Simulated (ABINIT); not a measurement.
Runs of ABINIT 10.8.3 (patched build) on ScAl3. Symmetry: Pm-3m, No. 221, cubic system. Conventional cell: a = 4.088 Å, b = 4.088 Å, c = 4.088 Å, α = 90.00°, β = 90.00°, γ = 90.00°. Around Sc (site symmetry m-3m) lie 12 Al at 2.89 Å. Al (site symmetry 4/mmm) is surrounded by 4 Sc at 2.89 Å and 8 Al at 2.89 Å. The cell is a database's computed one.

| task | level | potentials or basis | k mesh | cutoff (eV) | fine-grid cutoff | mesh quality | gap on the mesh (eV) | pressure (GPa) | V0 of scaled cells (Å³/atom) | B0 (GPa) |
| --- | --- | --- | --- | --- | --- | --- | --- | --- | --- | --- |
| single point | PBEsol | JTH PAW PBE v2.0 | 4 × 4 × 4 | 408 | 816.342 eV | coarse | none | (b) | - | - |
| band structure | BLYP | JTH PAW PBE v2.0 | 7 × 7 × 7 | 408 | 816.342 eV | not flagged | none | (a) | - | - |
| band structure | PBE | JTH PAW PBE v2.0 | 7 × 7 × 7 | 408 | 816.342 eV | not flagged | none | 1.0 | - | - |
| equation of state | revPBE | JTH PAW PBE v2.0 | 7 × 7 × 7 | 408 | 816.342 eV | not flagged | - | - | 17.56 | 85 |
| equation of state | revPBE+D3 | JTH PAW PBE v2.0 | 7 × 7 × 7 | 408 | 816.342 eV | not flagged | - | - | 16.64 | 89 |
| single point | PBE | JTH PAW PBE v2.0 | 9 × 9 × 9 | 408 | 816.342 eV | not flagged | none | 1.0 | - | - |
| band structure | revPBE | JTH PAW PBE v2.0 | 7 × 7 × 7 | 408 | 816.342 eV | not flagged | none | (c) | - | - |
| equation of state | LDA | JTH PAW LDA v2.0 | 7 × 7 × 7 | 544 | 1088.46 eV | not flagged | - | - | 16.38 | 97 |
| equation of state | LDA-PZ | JTH PAW LDA v2.0 | 7 × 7 × 7 | 544 | 1088.46 eV | not flagged | - | - | 16.38 | 98 |
| band structure | SOGGA | JTH PAW PBE v2.0 | 7 × 7 × 7 | 408 | 816.342 eV | not flagged | none | -1.5 | - | - |
| band structure | BP86 | JTH PAW PBE v2.0 | 7 × 7 × 7 | 408 | 816.342 eV | not flagged | none | 1.3 | - | - |

Alike in all rows: no spin polarisation; cell as given; smearing fermi-dirac 0.05 eV.

**Question.** Estimate the missing entries.

**Answer.** (a) 3.8; (b) -0.8; (c) 2.4.

Caveats: some runs use coarse meshes; the PAW data sets were made with another functional, which shifts forces and pressure a little (some runs); pressures at fixed basis lie under the slope of the energies (some runs).

A gap of «none» marks a metal or a gap under the smearing width.
